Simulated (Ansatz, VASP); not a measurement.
# P in VASP and in Ansatz

Contents of INCAR:

```
PREC = Accurate
ENCUT = 520
EDIFF = 1E-6
ISMEAR = 0
SIGMA = 0.15
LREAL = False
LASPH = True
NELM = 80
ALGO = Normal
ISIF = 2
LWAVE = False
LCHARG = False
GGA = PS
IVDW = 12
NBANDS = 8
```

File KPOINTS:

```
regular mesh
0
Gamma
  24 24 24
```

File POSCAR:

```
P
1.0
    2.3904808287      0.1568155424      0.0000000000
    0.1568155424      2.3904808287      0.0000000000
    0.0000000000      0.0000000000      2.3906484192
P
1
Direct
    0.0000000000      0.0000000000      0.0000000000
```

Input for Ansatz:

```yaml
crystal:
  lattice:
    - [2.3904808287, 0.1568155424, 0.0]
    - [0.1568155424, 2.3904808287, 0.0]
    - [0.0, 0.0, 2.3906484192]
  atoms:
    - { symbol: P, position: [0.0, 0.0, 0.0] }
basis:
  ecutwfc: 420
kpoints:
  mp_grid: { grid: [24, 24, 24] }
hamiltonian:
  xc: pbesol
  dispersion: d3bj
scf:
  occupations: { method: gaussian, width: 0.15 }
output:
  forces: true
  stress: true
  eigenvalues: true
```

Change from the starting cell: strain +0.1312 x Voigt [0, 0, 0, 0, 0, 1], atoms carried along.

Alike in both runs: task single point; functional PBEsol; dispersion D3(BJ); k mesh 24 × 24 × 24; occupations gaussian, width 0.15 eV; no spin polarisation.

```csv
,VASP,Ansatz
version,VASP 6.6.1,Ansatz 0.2.0
potentials or method,"VASP PAW PBE potentials, release 64 (P)","scalar-relativistic, plane waves, PAW"
plane-wave cutoff (eV),520,420
valence electrons in the cell,5,5
```

```tsv
	VASP	Ansatz	Ansatz less VASP
gap on the k mesh at the Fermi level (eV)	none	none	-
pressure (GPa)	0.4	0.3	-0.10
largest component of the traceless stress (GPa)	9.21	9.22	+0.004
```

A gap of «none» marks a metal or a gap that the smearing closes.

Caveats: the PAW data sets were made with another functional, which shifts forces and pressure a little (VASP); pairwise dispersion overbinds metals, which lowers pressure and volume.
